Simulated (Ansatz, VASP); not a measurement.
Given: the input of a run of Ansatz 0.2.0 on BN. The cell is a database's computed one, not the measured one.

File input.yaml:

```yaml
crystal:
  lattice:
    - [0.0, 1.813001, 1.813001]
    - [1.813001, 0.0, 1.813001]
    - [1.813001, 1.813001, 0.0]
  atoms:
    - { symbol: "N", position: [0.25, 0.25, 0.25] }
    - { symbol: B, position: [0.0, 0.0, 0.0] }
kpoints:
  mp_grid: { grid: [13, 13, 13] }
scf:
  occupations: { method: gaussian, width: 0.02 }
hamiltonian:
  xc: pbe
  pseudopotentials: { kind: all_electron, lapw: { basis_error: 0.001 } }
output:
  forces: true
  stress: true
  eigenvalues: true
```

Potentials or basis: all-electron LAPW, scalar-relativistic.

The run is started by

```bash
$ ansatz run input.yaml --threads 1 --pin off --max-ram 3072MiB --backend cpu --events-out ev --progress --plain --runs-dir out
```

Problem. Set up the same calculation for VASP 6.6.1. Potentials or basis there: PBE PAW files B, N, 520 eV.

Solution. As run (cutoffs and basis follow the program's own potentials, and thresholds, step limits or extra output files can differ):

The input INCAR:

```
PREC = Accurate ; ENCUT = 520
EDIFF = 1E-6 ; ISMEAR = 0
SIGMA = 0.02 ; LREAL = F
LASPH = T ; NELM = 100
ALGO = Normal ; ISIF = 2
LWAVE = F ; LCHARG = F
GGA = PE ; NBANDS = 11
```

File KPOINTS:

```
regular mesh
0
Gamma
  13 13 13
```

File POSCAR:

```
BN
1.0
    0.0000000000      1.8130010000      1.8130010000
    1.8130010000      0.0000000000      1.8130010000
    1.8130010000      1.8130010000      0.0000000000
N B
1 1
Direct
    0.2500000000      0.2500000000      0.2500000000
    0.0000000000      0.0000000000      0.0000000000
```

Potentials or basis: VASP PAW PBE potentials, release 64 (N, B).

The run is started by

```bash
$ cat potpaw_PBE.64/N/POTCAR potpaw_PBE.64/B/POTCAR > POTCAR
$ mpirun -np 1 vasp_std > vasp.out
```

Both were run:

|  | Ansatz | VASP |
| --- | --- | --- |
| Pressure | -0.4 GPa | -0.2 GPa |

Where Ansatz's input types no cutoff or centring, it takes its own default and a Γ-centred mesh.

Pressure is positive in compression.
